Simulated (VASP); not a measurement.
# BaTiO3 (Pm-3m) in VASP: notebook, part 2 of 2

VASP 6.6.1.

## (3) Single point, LDA

File INCAR:

```
PREC = Accurate
ENCUT = 520
EDIFF = 1E-7
ISMEAR = 0
SIGMA = 0.05
LREAL = False
LASPH = True
NELM = 100
ALGO = Normal
ISIF = 2
LWAVE = False
LCHARG = False
GGA = CA
ADDGRID = False
```

File KPOINTS:

```
Automatic mesh
0
Gamma
  6 6 6
```

File POSCAR:

```
BaTiO3
1.0
    4.0060000000      0.0000000000      0.0000000000
    0.0000000000      4.0060000000      0.0000000000
    0.0000000000      0.0000000000      4.0060000000
Ba Ti O
1 1 3
Direct
    0.4701120000      0.5031600000      0.5056990000
   -0.0202070000      0.0016430000     -0.0204470000
   -0.0270160000     -0.0188640000      0.5097340000
   -0.0003670000      0.4971430000     -0.0056670000
    0.4958670000     -0.0087980000      0.0064420000
```

Potentials or basis: VASP PAW LDA potentials, release 64 (Ba_sv, Ti_sv, O).

Command:

```console
cat potpaw_LDA.64/Ba_sv/POTCAR potpaw_LDA.64/Ti_sv/POTCAR potpaw_LDA.64/O/POTCAR > POTCAR
mpirun -np 1 vasp_std > vasp.out
```

OUTCAR:

```text
PREC = Accurate
   ENCUT = 520
   EDIFF = 1E-7
   ISMEAR = 0
   LREAL = False
   LASPH = True
   NELM = 100
   ISIF = 2
   GGA = CA

 Found    112 irreducible k-points:

 Following reciprocal coordinates:
            Coordinates               Weight
  0.000000  0.000000  0.000000      1.000000
  0.166667  0.000000  0.000000      2.000000
  0.000000  0.166667  0.000000      2.000000
  0.000000  0.000000  0.166667      2.000000
  0.333333  0.000000  0.000000      2.000000
  0.000000  0.333333  0.000000      2.000000
   k-points           NKPTS =    112   k-points in BZ     NKDIM =    112   number of bands    NBANDS=     24
   number of dos      NEDOS =    301   number of ions     NIONS =      5
   total plane-waves  NPLWV =  27000
   dimension x,y,z NGX =    30 NGY =   30 NGZ =   30
   dimension x,y,z NGXF=    60 NGYF=   60 NGZF=   60
   ions per type =               1   1   3
   NGX,Y,Z   is equivalent  to a cutoff of  12.45, 12.45, 12.45 a.u.
   NGXF,Y,Z  is equivalent  to a cutoff of  24.90, 24.90, 24.90 a.u.
 SYSTEM =  unknown system
   PREC   = accura    normal or accurate (medium, high low for compatibility)
   ISTART =      0    job   : 0-new  1-cont  2-samecut
   ICHARG =      2    charge: 1-file 2-atom 10-const
   ISPIN  =      1    spin polarized calculation?
   LNONCOLLINEAR =      F non collinear calculations
   LSORBIT =      F    spin-orbit coupling
   LASPH  =      T    aspherical Exc in radial PAW
   ENCUT  =  520.0 eV  38.22 Ry    6.18 a.u.   7.45  7.45  7.45*2*pi/ulx,y,z
   NELM   =    100;   NELMIN=  2; NELMDL= -5     # of ELM steps
   EDIFF  = 0.1E-06   stopping-criterion for ELM
   LREAL  =      F    real-space projection
   EDIFFG = 0.1E-05   stopping-criterion for IOM
   NSW    =      0    number of steps for IOM
   IBRION =     -1    ionic relax: 0-MD 1-quasi-New 2-CG
   NFREE  =      0    steps in history (QN), initial steepest desc. (CG)
   ISIF   =      2    stress and relaxation
   ISYM   =      2    0-nonsym 1-usesym 2-fastsym
   POTIM  = 0.5000    time-step for ionic-motion
   TEBEG  =    0.0;   TEEND  =   0.0 temperature during run
   PSTRESS=    0.0 pullay stress
   NELECT =      40.0000    total number of electrons
   NUPDOWN=      -1.0000    fix difference up-down
   EMIN   =  10.00;   EMAX   =-10.00  energy-range for DOS
   EFERMI =   0.00;   METHOD = LEGACY
   ISMEAR =     0;   SIGMA  =   0.05  broadening in eV -4-tet -1-fermi 0-gaus
   EFERMI_NEDOS =   21; number of points for ismear=-14 and -15
   IALGO  =     38    algorithm
   IMIX   =      4    mixing-type and parameters
     AMIX     =   0.40;   BMIX     =  1.00
     AMIX_MAG =   1.60;   BMIX_MAG =  1.00
  volume/ion in A,a.u.               =      12.86        86.77
  Fermi-wavevector in a.u.,A,eV,Ry     =   1.397603  2.641087 26.576187  1.953295
  Thomas-Fermi vector in A             =   2.520843
   LORBIT       =      0    0 simple, 1 ext, 2 COOP (PROOUT), +10 PAW based schemes
   GGA     = CA    functional components
   LHFCALC =     F    Hartree Fock is set to
   AEXX    =    0.0000 exact exchange contribution
   IVDW    =     0    specifies the selected vdW correction
   LEPSILON=     F    determine dielectric tensor
   LRPA    =     F    only Hartree local field effects (RPA)
 non-spin polarized calculation
 Gauss-broadening in eV      SIGMA  =   0.05
  energy-cutoff  :      520.00
  volume of cell :       64.29
 maximum number of plane-waves:      1755
 NGX is ok and might be reduce to    30
   NGX = 15   NGY = 15   NGZ = 15

 number of electron      40.0000004 magnetization

 Free energy of the ion-electron system (eV)
  ---------------------------------------------------
  ext. energy  EPLUGINS =         0.00000000
  ---------------------------------------------------
  free energy    TOTEN  =       -44.06274955 eV

  energy without entropy =      -44.06274955  energy(sigma->0) =      -44.06274955

 E-fermi :   3.7580     XC(G=0): -11.7160

 val. band max:        3.5113492985   @ k =   0.5000   0.5000   0.5000
 cond. band min:       5.3266599478   @ k =   0.0000   0.0000   0.0000
 fundamental gap:      1.8153106493
 Fermi energy:         3.7580107396

 k-point     1 :       0.0000    0.0000    0.0000
  band No.  band energies     occupation
      1     -52.2953      2.00000
      2     -28.9466      2.00000
      3     -28.9171      2.00000
      4     -28.9088      2.00000
      5     -21.1676      2.00000
      6     -13.0786      2.00000
[... 16 lines left out ...]
     23       5.4955      0.00000
     24       7.5722      0.00000
[... 112 lines left out ...]
      2     -28.9495      2.00000
      3     -28.9445      2.00000
      4     -28.9154      2.00000
      5     -21.0766      2.00000
      6     -13.2529      2.00000
[... 16 lines left out ...]
     23       6.6663      0.00000
     24       7.6486      0.00000

 [... further k-points ...]
[... 5 lines left out ...]
  --------------------------------------------------------------------------------------
  -------------------------------------------------------------------------------------
  Total       -2.4761165     -2.7256240     -1.8773976     -0.0900850     -0.1137299     -0.1448260
  in kB      -61.7090456    -67.9271957    -46.7879487     -2.2450721     -2.8343422     -3.6093097
  external PRESSURE =     -58.8080633 kB  Pullay stress =       0.0000000 kB

 VOLUME and BASIS-vectors are now :
 -----------------------------------------------------------------------------
  energy-cutoff  :      520.00
  volume of cell :       64.29
      direct lattice vectors                 reciprocal lattice vectors
     4.006000000  0.000000000  0.000000000     0.249625562  0.000000000  0.000000000
     0.000000000  4.006000000  0.000000000     0.000000000  0.249625562  0.000000000
     0.000000000  0.000000000  4.006000000     0.000000000  0.000000000  0.249625562

 POSITION                                       TOTAL-FORCE (eV/Angst)
 -----------------------------------------------------------------------------------
      1.88327      2.01566      2.02583         0.356722     -0.144005     -0.372393
      3.92505      0.00658      3.92409        -0.415888      0.009319      0.042129
      3.89777      3.93043      2.04199         0.350985      0.385500      0.153398
      4.00453      1.99155      3.98330        -0.163321     -0.447231      0.206518
      1.98644      3.97076      0.02581        -0.128499      0.196418     -0.029652
 -----------------------------------------------------------------------------------
    total drift:                               -0.000721     -0.000639     -0.000456

  FREE ENERGIE OF THE ION-ELECTRON SYSTEM (eV)
  ---------------------------------------------------
  free  energy   TOTEN  =       -44.0627495493 eV

  energy  without entropy=      -44.0627495493  energy(sigma->0) =      -44.06274955
```

Wall time 2.9 min (1 thread of AMD EPYC 7R13 (Zen 3), shared host); peak memory 0.26 GiB.

These settings aren't checked as converged: the numbers below hold their error.

What came out:

```
Free energy            : -44.0627 eV
Pressure               : -5.9 GPa
Largest force          : 0.543 eV/Å
Band gap on the k mesh : 1.82 eV, indirect (least direct gap 2.10 eV)
```

Caveat: spin-orbit coupling is left out, which moves the levels of the heavy elements.

## (4) Single point, LDA

INCAR is that of step 3.

File KPOINTS:

```
Automatic mesh
0
Gamma
  7 7 7
```

File POSCAR:

```
BaTiO3
1.0
    4.0060000000      0.0000000000      0.0000000000
    0.0000000000      4.0060000000      0.0000000000
    0.0000000000      0.0000000000      4.0060000000
Ba Ti O
1 1 3
Direct
    0.5000000000      0.5000000000      0.5000000000
    0.0000000000      0.0000000000      0.0000000000
    0.0000000000      0.0000000000      0.5000000000
    0.0000000000      0.5000000000      0.0000000000
    0.5000000000      0.0000000000      0.0000000000
```

Command:

```console
cat potpaw_LDA.64/Ba_sv/POTCAR potpaw_LDA.64/Ti_sv/POTCAR potpaw_LDA.64/O/POTCAR > POTCAR
mpirun -np 1 vasp_std > vasp.out
```

It took 32 s on 1 thread of AMD EPYC 7R13 (Zen 3), shared host; peak memory 0.14 GiB.

The run converged, but some of its settings lie outside the range that counts as converged, so its numbers aren't taken as properties of the crystal.

What came out:

```
Free energy            : -44.0980 eV
Pressure               : -7.3 GPa
Band gap on the k mesh : 1.71 eV, indirect (least direct gap 1.80 eV)
```

Caveat: spin-orbit coupling is left out, which moves the levels of the heavy elements; an odd mesh through Γ misses points on the zone boundary, where band edges often lie.

## (5) The reference run

An earlier run on the cell as given: functional PBEsol; potentials or basis VASP PAW PBE potentials, release 64 (Ba_sv, Ti_sv, O); cutoff 520 eV; k mesh 7 × 7 × 7; occupations fermi-dirac, width 0.05 eV; no spin polarisation.

- Pressure: -2.8 GPa
- Band gap on the k mesh: 1.76 eV, indirect (least direct gap 1.84 eV)
